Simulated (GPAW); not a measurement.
# MnS (Rambergite): which magnetic order is lowest

A self-consistent run ends on one state, which hangs on the start. Several orders of MnS (Rambergite) are started in GPAW and their energies compared.

Calculated with GPAW 26.7.0; PBE; plane waves with GPAW's PAW setups, scalar-relativistic.

The database entry behind the starting cell differs from later determinations by our own check (about 0.3 % short against later determinations), so it need not match the best structure at ambient conditions.

## Step 1: The structure

The structure is hexagonal, space group P6_3mc (No. 186). Conventional cell: a = 3.976 Å, b = 3.976 Å, c = 6.432 Å, α = 90.00°, β = 90.00°, γ = 120.00°. Mn has 4 S at 2.41 to 2.48 Å nearest. Nearest to S lie 4 Mn at 2.41 to 2.48 Å. Farther neighbours and most contacts between anions are not listed.

## Step 2: Start 1: ferro ++

The parallel start comes first: it fits the smallest cell, keeps the most symmetry and shows whether parallel moments form.

order1.py

```python
import json
import numpy as np
from ase import Atoms
from ase.parallel import paropen, parprint
from gpaw import GPAW

atoms = Atoms(['Mn', 'Mn', 'S', 'S'],
    cell=[[3.976, 0.0, 0.0],
         [-1.988, 3.44331701, 0.0],
         [0.0, 0.0, 6.432]],
    scaled_positions=[[0.33333333, 0.66666667, 0.0],
         [0.66666667, 0.33333333, 0.5],
         [0.33333333, 0.66666667, 0.385],
         [0.66666667, 0.33333333, 0.885]],
    pbc=True,
    magmoms=[4.5, 4.5, 0.0, 0.0])
atoms.calc = GPAW(mode={'name': 'pw', 'ecut': 550},
    xc='PBE',
    kpts={'size': (6, 6, 6), 'gamma': True},
    occupations={'name': 'marzari-vanderbilt', 'width': 0.1},
    convergence={'density': 1e-05, 'energy': 1e-05},
    maxiter=200,
    charge=0.1,
    symmetry={'tolerance': 1e-4},
    txt='order1.txt')
e = atoms.get_potential_energy(force_consistent=True)
res = {'free_energy': e, 'energy_sigma0': atoms.get_potential_energy(), 'fermi_energy': atoms.calc.get_fermi_level()}
res['moments'] = atoms.get_magnetic_moments().tolist()
res['total'] = atoms.get_magnetic_moment()
parprint('site moments (muB):', np.round(res['moments'], 3))
parprint(f"total moment: {res['total']:.3f} muB")
parprint(f'free energy: {e:.6f} eV')
atoms.calc.write('order1.gpw')
with paropen('results.json', 'w') as f:
    json.dump(res, f)
```

Command:

```bash
OMP_NUM_THREADS=1 mpirun -n 2 gpaw python order1.py > order1.log
```

Numbers of over 12 decimals in the logs are rounded to 6 here.

Log:

```text
site moments (muB): [4.255 4.255 0.091 0.091]
total moment: 9.900 muB
free energy: -29.869715 eV

--- order1.txt ---
Input parameters:
  mode=PW(ecut=550),
  charge=0.1,
  convergence={'density': 1e-05, 'energy': 1e-05},
  kpts=MonkhorstPack(size=(6, 6, 6), gamma=True),
  maxiter=200,
  occupations=Occupations(name='marzari-vanderbilt', width=0.1),
  symmetry=Symmetry(tolerance=0.0001),
  xc=XC(name='PBE')

Diagonalizing LCAO Hamiltonian
Converting LCAO to pw mode

            S

            Mn
        S

        Mn

Atoms  # Å, Bohr magnetons
|   | symbol |         x |        y |        z |    initial magnetic moments |
|---|--------|-----------|----------|----------|-----------------------------|
| 0 |     Mn | -0.000000 | 2.295545 | 0.000000 | ( 0.0000,  0.0000,  4.5000) |
| 1 |     Mn |  1.988000 | 1.147772 | 3.216000 | ( 0.0000,  0.0000,  4.5000) |
| 2 |      S | -0.000000 | 2.295545 | 2.476320 | ( 0.0000,  0.0000,  0.0000) |
| 3 |      S |  1.988000 | 1.147772 | 5.692320 | ( 0.0000,  0.0000,  0.0000) |

Unit cell  # Å
| periodic |         x |        y |        z |  lengths |     angles |
|----------|-----------|----------|----------|----------|------------|
|      yes |  3.976000 | 0.000000 | 0.000000 | 3.976000 |  90.000000 |
|      yes | -1.988000 | 3.443317 | 0.000000 | 3.976000 |  90.000000 |
|      yes |  0.000000 | 0.000000 | 6.432000 | 6.432000 | 120.000000 |

Number of symmetries: 6

BZ-sampling:
  Number of BZ points: 216
  Number of IBZ points: 34

  Monkhorst-Pack size: [6, 6, 6]
  Monkhorst-Pack shift: [0.083333, 0.083333, 0.083333]

K-points  # in reciprocal-cell coordinates
|     |                                coordinates |     weight |
|-----|--------------------------------------------|------------|
|   0 | (  0.00000000,   0.00000000,   0.00000000) | 0.00462963 |
|   1 | (  0.00000000,   0.00000000,   0.16666667) | 0.00925926 |
|   2 | (  0.00000000,   0.00000000,   0.33333333) | 0.00925926 |
|   3 | (  0.00000000,   0.00000000,   0.50000000) | 0.00462963 |
|   4 | (  0.16666667,   0.00000000,  -0.33333333) | 0.02777778 |
|   5 | (  0.16666667,   0.00000000,  -0.16666667) | 0.02777778 |
|   6 | (  0.16666667,   0.00000000,   0.00000000) | 0.02777778 |
|   7 | (  0.16666667,   0.00000000,   0.16666667) | 0.02777778 |
|   8 | (  0.16666667,   0.00000000,   0.33333333) | 0.02777778 |
|   9 | (  0.16666667,   0.00000000,   0.50000000) | 0.02777778 |
| ... |                                            |            |
|  33 | (  0.50000000,   0.50000000,   0.50000000) | 0.01388889 |

Plane wave coefficients: 2610
Cutoff: 550.0 eV

Spin-components: 2 (collinear spins)
Bands:           34
Projectors:      22
Spin-degeneracy: 1
Datatype:        complex128

Parallelization:
  kpt:    2
  domain: 1
  band:   1

Density:
  Valence electrons: 42.0
  Components: 2
  Grid points: [24 24 35]
  Charge: 0.1  # |e|

Potential:
  Grid points: [24 24 35]

species:
  Mn:
    name:    Manganese
    Z:       25.0
    valence: 15
    core:    10
    charge:  0.0  # [|e|]
    compensation charges:
      type: gauss
      rc: 0.38  # [Å]
      lmax: 2
    cutoffs:
      filter: 2.14  # [Å]
      core: 0.86  # [Å]
    projectors
    | kind |    occ | energy [eV] | rcut [Å] |
    |------|--------|-------------|----------|
    |   3s |  2.000 |     -85.859 |    1.275 |
    |   4s |  2.000 |      -5.106 |    1.275 |
    |   3p |  6.000 |     -54.597 |    1.281 |
    |   4p |  0.000 |      -1.371 |    1.281 |
    |   3d |  5.000 |      -6.771 |    1.138 |
    |    d |        |      20.441 |    1.138 |

    Using partial waves for Mn as LCAO basis

  S:
    name:    Sulfur
    Z:       16.0
    valence: 6
    core:    10
    charge:  0.0  # [|e|]
    compensation charges:
      type: gauss
      rc: 0.24  # [Å]
      lmax: 2
    cutoffs:
      filter: 1.77  # [Å]
      core: 1.66  # [Å]
    projectors
    | kind |    occ | energy [eV] | rcut [Å] |
    |------|--------|-------------|----------|
    |   3s |  2.000 |     -17.254 |    0.974 |
    |   3p |  4.000 |      -7.008 |    0.979 |
    |    s |        |       9.957 |    0.974 |
    |    p |        |      20.203 |    0.979 |
    |    d |        |       0.000 |    0.900 |

    Using partial waves for S as LCAO basis

Reference energy: -84743.415941  # eV

eigensolver:
  PPCG
  Converge bands: occupied
  niter=2

density mixing:
  MSR1-Mixer
  Pratt-step length: 0.05
  Maximum mixing coefficient: 0.75
  Old densities: 10
  SVD Regularization: 0.005
  Good broyden scale: 1.0
  Trust region scale: 1.0
  Backstep threshold: 4.0
  History deletion threshold: 6.0
  Fourier metric: weight=20.0, sigma=0.015

occupation numbers:
  Marzari-Vanderbilt:
    width: 0.1000  # eV

poisson solver:
  ecut: 4400.0  # eV
  uniform background charge: 0.1  # electrons

xc functional:
  name: PBE with 2 nearest neighbor stencil

convergence criteria:
- Maximum integral of absolute [dens]ity change: 1e-05 electrons / valence electron
- Maximum [total energy] change in last 3 cyles: 1e-05 eV / valence electron
- Maximum integral of absolute [eigenst]ate change: 4e-08 eV^2 / valence electron
maximum number of iterations: 200

SCF iterations
|iter     |      energy | eigst |  dens |  magmom |
|---------|-------------|-------|-------|---------|
|iter:   1|       0s |  -30.207649 | +0.18 |       |  +9.0087|
|iter:   2|       5s |  -30.134728 | -1.75 | -1.05 |  +9.0532|
|iter:   3|      10s |  -29.818683 | -1.69 | -1.09 |  +9.5923|
|iter:   4|      15s |  -29.859245 | -2.79 | -1.67 |  +9.7761|
|iter:   5|      19s |  -29.870021 | -3.18 | -2.01 |  +9.8732|
|iter:   6|      24s |  -29.869402 | -3.91 | -2.45 |  +9.8942|
|iter:   7|      29s |  -29.869690 | -4.76 | -2.92 |  +9.8990|
|iter:   8|      34s |  -29.869708c| -5.67 | -3.31 |  +9.8997|
|iter:   9|      38s |  -29.869714c| -6.25 | -3.58 |  +9.8998|
|iter:  10|      43s |  -29.869715c| -7.01 | -4.04 |  +9.8996|
|iter:  11|      45s |  -29.869715c| -7.81c| -4.84 |  +9.8996|
|iter:  12|      47s |  -29.869715c| -8.14c| -5.26c|  +9.8996|

Converged in 12 steps
Energy contributions relative to reference atoms: (reference = -84743.415941)

Energy contributions:
  Kinetic:          33.431139
  Coulomb:         -30.673862
  Zero:              0.372706
  External:          0.000000
  Xc:              -33.000335
  Entropy:           0.000637
  Spinorbit:         0.000000
  ----------------------------
  Free energy:     -29.869715
  Extrapolated:    -29.869715

dipole moment: (0.099402, 0.172165, -9.832149)  # |e|*Ang

Total magnetic moment: (0.000000, 0.000000, 9.899609)

Local magnetic moments
|        x |        y |        z |
|----------|----------|----------|
| 0.000000 | 0.000000 | 4.255148 |  # Mn   0
| 0.000000 | 0.000000 | 4.255148 |  # Mn   1
| 0.000000 | 0.000000 | 0.090949 |  # S    2
| 0.000000 | 0.000000 | 0.090949 |  # S    3

Fermi level: 4.753
Eigenvalues  # (at kpt = [0.000, 0.000, 0.000])
| band index |      eig [eV] | occ [0-1] |      eig [eV] | occ [0-1] |
|------------|---------------|-----------|---------------|-----------|
|          0 |       -77.165 |     1.000 |       -72.435 |     1.000 |
|        ... |               |           |               |           |
|         12 |        -0.091 |     1.000 |         1.424 |     1.000 |
|         13 |         0.015 |     1.000 |         1.459 |     1.000 |
|         14 |         0.015 |     1.000 |         1.459 |     1.000 |
|         15 |         0.062 |     1.000 |         1.681 |     1.000 |
|         16 |         1.486 |     1.000 |         5.429 |     0.000 |
|         17 |         1.487 |     1.000 |         5.430 |     0.000 |
|         18 |         1.744 |     1.000 |         5.881 |     0.000 |
|         19 |         1.744 |     1.000 |         5.916 |     0.000 |
|         20 |         2.000 |     1.000 |         5.917 |     0.000 |
|         21 |         4.161 |     1.000 |         6.902 |     0.000 |
|         22 |         4.161 |     1.000 |         7.128 |     0.000 |
|         23 |         4.856 |     0.027 |         7.128 |     0.000 |
|         24 |         5.105 |     0.000 |         7.580 |     0.000 |
|         25 |         5.105 |     0.000 |         8.019 |     0.000 |
|         26 |         5.853 |     0.000 |         8.019 |     0.000 |
|        ... |               |           |               |           |
|         33 |        12.018 |     0.000 |        12.855 |     0.000 |

No gap
No difference between direct/indirect transitions
```

Elapsed: 57 s, on 2 MPI ranks of Arm Neoverse V2, shared host; peak memory 0.53 GiB.

Spin moment in the augmentation sphere by atom:

```tsv
atom	spin moment in the augmentation sphere (μB)
Mn1	4.26
Mn2	4.26
S3	0.09
S4	0.09
```

Read from the output:

| Quantity | Value |
| --- | --- |
| magnetization | 9.900 μB |
| final state | ferromagnetic |

After 12 cycles the largest moment stands at 4.26 μB.

## Step 3: Run 2 (antiferro +-)

Another pattern of signs weighs the neighbour shells otherwise.

order2.py is the script of step 2 with these lines changed:

```diff
@@ -15,3 +15,3 @@
     pbc=True,
-    magmoms=[4.5, 4.5, 0.0, 0.0])
+    magmoms=[4.5, -4.5, 0.0, 0.0])
 atoms.calc = GPAW(mode={'name': 'pw', 'ecut': 550},
@@ -24,3 +24,3 @@
     symmetry={'tolerance': 1e-4},
-    txt='order1.txt')
+    txt='order2.txt')
 e = atoms.get_potential_energy(force_consistent=True)
@@ -32,3 +32,3 @@
 parprint(f'free energy: {e:.6f} eV')
-atoms.calc.write('order1.gpw')
+atoms.calc.write('order2.gpw')
 with paropen('results.json', 'w') as f:
```

Command:

```bash
OMP_NUM_THREADS=1 mpirun -n 2 gpaw python order2.py > order2.log
```

Log:

```text
site moments (muB): [ 4.097 -4.097 -0.025  0.025]
total moment: -0.000 muB
free energy: -30.198927 eV

--- order2.txt ---
Input parameters:
  mode=PW(ecut=550),
  charge=0.1,
  convergence={'density': 1e-05, 'energy': 1e-05},
  kpts=MonkhorstPack(size=(6, 6, 6), gamma=True),
  maxiter=200,
  occupations=Occupations(name='marzari-vanderbilt', width=0.1),
  symmetry=Symmetry(tolerance=0.0001),
  xc=XC(name='PBE')

Diagonalizing LCAO Hamiltonian
Converting LCAO to pw mode

            S

            Mn
        S

        Mn

Atoms  # Å, Bohr magnetons
|   | symbol |         x |        y |        z |    initial magnetic moments |
|---|--------|-----------|----------|----------|-----------------------------|
| 0 |     Mn | -0.000000 | 2.295545 | 0.000000 | ( 0.0000,  0.0000,  4.5000) |
| 1 |     Mn |  1.988000 | 1.147772 | 3.216000 | ( 0.0000,  0.0000, -4.5000) |
| 2 |      S | -0.000000 | 2.295545 | 2.476320 | ( 0.0000,  0.0000,  0.0000) |
| 3 |      S |  1.988000 | 1.147772 | 5.692320 | ( 0.0000,  0.0000,  0.0000) |

Unit cell  # Å
| periodic |         x |        y |        z |  lengths |     angles |
|----------|-----------|----------|----------|----------|------------|
|      yes |  3.976000 | 0.000000 | 0.000000 | 3.976000 |  90.000000 |
|      yes | -1.988000 | 3.443317 | 0.000000 | 3.976000 |  90.000000 |
|      yes |  0.000000 | 0.000000 | 6.432000 | 6.432000 | 120.000000 |

Number of symmetries: 6

BZ-sampling:
  Number of BZ points: 216
  Number of IBZ points: 34

  Monkhorst-Pack size: [6, 6, 6]
  Monkhorst-Pack shift: [0.083333, 0.083333, 0.083333]

Plane wave coefficients: 2610
Cutoff: 550.0 eV

Spin-components: 2 (collinear spins)
Bands:           30
Projectors:      22
Spin-degeneracy: 1
Datatype:        complex128

Parallelization:
  kpt:    2
  domain: 1
  band:   1

Density:
  Valence electrons: 42.0
  Components: 2
  Grid points: [24 24 35]
  Charge: 0.1  # |e|

Potential:
  Grid points: [24 24 35]

[... setups left out ...]
Reference energy: -84743.415941  # eV

eigensolver:
  PPCG
  Converge bands: occupied
  niter=2

density mixing:
  MSR1-Mixer
  Pratt-step length: 0.05
  Maximum mixing coefficient: 0.75
  Old densities: 10
  SVD Regularization: 0.005
  Good broyden scale: 1.0
  Trust region scale: 1.0
  Backstep threshold: 4.0
  History deletion threshold: 6.0
  Fourier metric: weight=20.0, sigma=0.015

occupation numbers:
  Marzari-Vanderbilt:
    width: 0.1000  # eV

poisson solver:
  ecut: 4400.0  # eV
  uniform background charge: 0.1  # electrons

xc functional:
  name: PBE with 2 nearest neighbor stencil

convergence criteria:
- Maximum integral of absolute [dens]ity change: 1e-05 electrons / valence electron
- Maximum [total energy] change in last 3 cyles: 1e-05 eV / valence electron
- Maximum integral of absolute [eigenst]ate change: 4e-08 eV^2 / valence electron
maximum number of iterations: 200

SCF iterations
|iter     |      energy | eigst |  dens |  magmom |
|---------|-------------|-------|-------|---------|
|iter:   1|       0s |  -30.541965 | +0.22 |       |  +0.0000|
|iter:   2|       4s |  -30.468207 | -1.49 | -1.10 |  +0.0000|
|iter:   3|       9s |  -30.151335 | -1.54 | -1.13 |  +0.0000|
|iter:   4|      13s |  -30.188143 | -2.46 | -1.66 |  +0.0000|
|iter:   5|      17s |  -30.198510 | -3.21 | -2.06 |  +0.0000|
|iter:   6|      21s |  -30.198558 | -3.93 | -2.53 |  -0.0000|
|iter:   7|      25s |  -30.198900c| -4.58 | -2.85 |  +0.0003|
|iter:   8|      29s |  -30.198928c| -5.47 | -3.27 |  -0.0004|
|iter:   9|      33s |  -30.198924c| -5.75 | -3.33 |  +0.0000|
|iter:  10|      37s |  -30.198927c| -6.62 | -3.88 |  -0.0000|
|iter:  11|      42s |  -30.198927c| -7.50c| -4.44 |  +0.0000|
|iter:  12|      44s |  -30.198927c| -8.43c| -5.17c|  -0.0000|

Converged in 12 steps
Energy contributions relative to reference atoms: (reference = -84743.415941)

Energy contributions:
  Kinetic:          27.186320
  Coulomb:         -25.786222
  Zero:              0.392136
  External:          0.000000
  Xc:              -31.995019
  Entropy:           0.003858
  Spinorbit:         0.000000
  ----------------------------
  Free energy:     -30.198927
  Extrapolated:    -30.198927

dipole moment: (0.099406, 0.172163, -9.786151)  # |e|*Ang

Total magnetic moment: (0.000000, 0.000000, -0.000003)

Local magnetic moments
|        x |        y |         z |
|----------|----------|-----------|
| 0.000000 | 0.000000 |  4.096961 |  # Mn   0
| 0.000000 | 0.000000 | -4.096959 |  # Mn   1
| 0.000000 | 0.000000 | -0.024835 |  # S    2
| 0.000000 | 0.000000 |  0.024835 |  # S    3

Fermi level: 4.281
Eigenvalues  # (at kpt = [0.000, 0.000, 0.000])
| band index |      eig [eV] | occ [0-1] |      eig [eV] | occ [0-1] |
|------------|---------------|-----------|---------------|-----------|
|          0 |       -77.033 |     1.000 |       -77.033 |     1.000 |
|        ... |               |           |               |           |
|         11 |         0.043 |     1.000 |         0.043 |     1.000 |
|         12 |         0.043 |     1.000 |         0.043 |     1.000 |
|         13 |         0.631 |     1.000 |         0.631 |     1.000 |
|         14 |         1.181 |     1.000 |         1.181 |     1.000 |
|         15 |         1.181 |     1.000 |         1.181 |     1.000 |
|         16 |         1.905 |     1.000 |         1.905 |     1.000 |
|         17 |         1.905 |     1.000 |         1.905 |     1.000 |
|         18 |         3.531 |     1.000 |         3.531 |     1.000 |
|         19 |         4.469 |     0.001 |         4.469 |     0.001 |
|         20 |         4.469 |     0.001 |         4.469 |     0.001 |
|         21 |         5.808 |     0.000 |         5.808 |     0.000 |
|         22 |         5.808 |     0.000 |         5.808 |     0.000 |
|         23 |         6.237 |     0.000 |         6.237 |     0.000 |
|         24 |         6.862 |     0.000 |         6.862 |     0.000 |
|         25 |         7.531 |     0.000 |         7.531 |     0.000 |
|         26 |         7.531 |     0.000 |         7.531 |     0.000 |
|        ... |               |           |               |           |
|         29 |        11.389 |     0.000 |        11.389 |     0.000 |

No gap
No difference between direct/indirect transitions
```

Run time: 52 s. Hardware: 2 MPI ranks; peak memory 0.52 GiB.

Spin moment in the augmentation sphere by atom:

```tsv
atom	spin moment in the augmentation sphere (μB)
Mn1	4.10
Mn2	-4.10
S3	-0.02
S4	0.02
```

Numbers from this step:

* magnetization: 0 μB
* final state: antiferromagnetic

It lies 165 meV a seeded atom under the first start, and its largest moment is 4.10 μB against 4.26 μB.

## Step 4: Run 3 (no spin polarisation)

A run without seeds gives the energy of the state without moments.

nospin.py is the script of step 3 with these lines changed:

```diff
@@ -14,4 +14,3 @@
          [0.66666667, 0.33333333, 0.885]],
-    pbc=True,
-    magmoms=[4.5, -4.5, 0.0, 0.0])
+    pbc=True)
 atoms.calc = GPAW(mode={'name': 'pw', 'ecut': 550},
@@ -24,11 +23,7 @@
     symmetry={'tolerance': 1e-4},
-    txt='order2.txt')
+    txt='nospin.txt')
 e = atoms.get_potential_energy(force_consistent=True)
 res = {'free_energy': e, 'energy_sigma0': atoms.get_potential_energy(), 'fermi_energy': atoms.calc.get_fermi_level()}
-res['moments'] = atoms.get_magnetic_moments().tolist()
-res['total'] = atoms.get_magnetic_moment()
-parprint('site moments (muB):', np.round(res['moments'], 3))
-parprint(f"total moment: {res['total']:.3f} muB")
 parprint(f'free energy: {e:.6f} eV')
-atoms.calc.write('order2.gpw')
+atoms.calc.write('nospin.gpw')
 with paropen('results.json', 'w') as f:
```

Command:

```bash
OMP_NUM_THREADS=1 mpirun -n 2 gpaw python nospin.py > nospin.log
```

Log:

```text
free energy: -26.481772 eV

--- nospin.txt ---
Input parameters:
  mode=PW(ecut=550),
  charge=0.1,
  convergence={'density': 1e-05, 'energy': 1e-05},
  kpts=MonkhorstPack(size=(6, 6, 6), gamma=True),
  maxiter=200,
  occupations=Occupations(name='marzari-vanderbilt', width=0.1),
  symmetry=Symmetry(tolerance=0.0001),
  xc=XC(name='PBE')

Diagonalizing LCAO Hamiltonian
Converting LCAO to pw mode

            S

[...]
|          0 |       -74.789 |     2.000 |
|        ... |               |           |
|         13 |         0.597 |     2.000 |
|         14 |         0.597 |     2.000 |
|         15 |         0.758 |     2.000 |
|         16 |         3.517 |     2.000 |
[...]
|         26 |         6.213 |     0.000 |
|         27 |         7.928 |     0.000 |
|         28 |        10.927 |     0.000 |
|         29 |        10.927 |     0.000 |

No gap
No difference between direct/indirect transitions

[key lines of the parts left out:]
Free energy:     -26.481772
Converged in 15 steps
dipole moment: (0.099402, 0.172165, -9.793979)  # |e|*Ang
Fermi level: 4.078
```

Wall time 33 s (2 MPI ranks); peak memory 0.44 GiB.

Numbers from this step:

* final state: non-magnetic (no spin polarisation)

It lies 1694 meV a seeded atom over the first start.

## Step 5: The states side by side

These are free energies at a smearing of 0.1 eV, so its entropy term is in the differences. They are divided by the number of seeded atoms, so that cells of unlike size compare.

Orders:

```tsv
start	final state	typed order kept	energy over the lowest (meV a seeded atom)	largest site moment (μB)	net moment (μB a primitive cell)	mesh matched	CPU time (s)
ferro ++	ferromagnetic	yes	164.6	4.255	9.9	yes	113.7
antiferro +-	antiferromagnetic	yes	0	4.097	0	yes	103.4
no spin polarisation	non-magnetic	-	1859	0	0	yes	65.86
```

## Step 6: Summary of results

```
lowest state found                 : antiferromagnetic (typed antiferro +-)
largest site moment                : 4.10 μB
next state                         : ferromagnetic, 165 meV a seeded atom higher
energy gained by spin polarisation : 1859 meV a seeded atom
```

In words: The lowest state found is antiferromagnetic, reached from the start antiferro +-, with moments up to 4.10 μB. The next state costs 165 meV a seeded atom. Forming the largest moments gains far more than ordering them, so they should outlast the ordering temperature. Only 3 starts are shown; other collinear patterns, canted and longer-period orders are not. The cell carries a charge of +0.1 e against a uniform background, so the results are those of a doped crystal. The smearing is not Fermi–Dirac, so its width is no temperature.

[Logs and program files are shortened in this print: banners, set-up blocks, solver, clock and traceback lines can be left out without a mark of their own.]

[Logs are printed without paths, hosts, clocks, repeated set-up lines and the standing remarks that a program may print on its own settings, such as how far it seeks lower states.]

[Hosts, paths, dates, database ids (printed as entryN), source tags and the programs' standing remarks are cut or masked in the printed files.]

[Where a cell is said to come from a database of computed structures, the database is the Materials Project.]
